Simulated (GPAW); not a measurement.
The system is SnSe.

```
Sn Se
1.0
     0.00000    3.01000    3.01000
     3.01000    0.00000    3.01000
     3.01000    3.01000    0.00000
Sn Se
1 1
Direct
  0.00000 0.00000 0.00000
  0.50000 0.50000 0.50000
```

Measurements of this composition are mostly on another form, of space group No. 62.

```yaml
Program: GPAW 26.7.0
Task: relaxation of cell and atoms
Functional: PBEsol
Dispersion: D3(BJ)
Potentials_or_basis: PAW data sets generated in the run's folder for this functional
Cutoff: 600 eV
Basis: pw
k_mesh: 8 × 8 × 8
Occupations: fermi-dirac, width 0.05 eV
Spin: no spin polarisation
```

At the start: pressure -4.0 GPa; volume 27.27 Å³/atom.

**Question.** How do energy, volume and symmetry change on relaxing?

**Answer.** Over 4 steps the energy falls by 27.6 meV/atom and the volume is 25.23 Å³/atom (-7.5 %); space group Fm-3m (No. 225, to 0.05 Å).

The path:
```tsv
step	energy change (eV)	largest force (eV/Å)	pressure (GPa)	volume (Å³)
1	0.0000	0.0000	-4.05	54.54
2	-0.0185	0.0000	-3.39	53.74
3	-0.0547	0.0000	0.40	50.12
4	-0.0552	0.0000	-0.03	50.47
```

Final structure:
```cif
data_structure
_symmetry_space_group_name_H-M 'P 1'
_symmetry_Int_Tables_number 1
_cell_length_a 4.1481
_cell_length_b 4.1481
_cell_length_c 4.1481
_cell_angle_alpha 60.000
_cell_angle_beta 60.000
_cell_angle_gamma 60.000
_cell_volume 50.47
loop_
_atom_site_label
_atom_site_type_symbol
_atom_site_fract_x
_atom_site_fract_y
_atom_site_fract_z
_atom_site_occupancy
Sn1 Sn 0.00000 0.00000 0.00000 1
Se1 Se 0.50000 0.50000 0.50000 1
```

Caveat: later steps reuse the first step's grids.
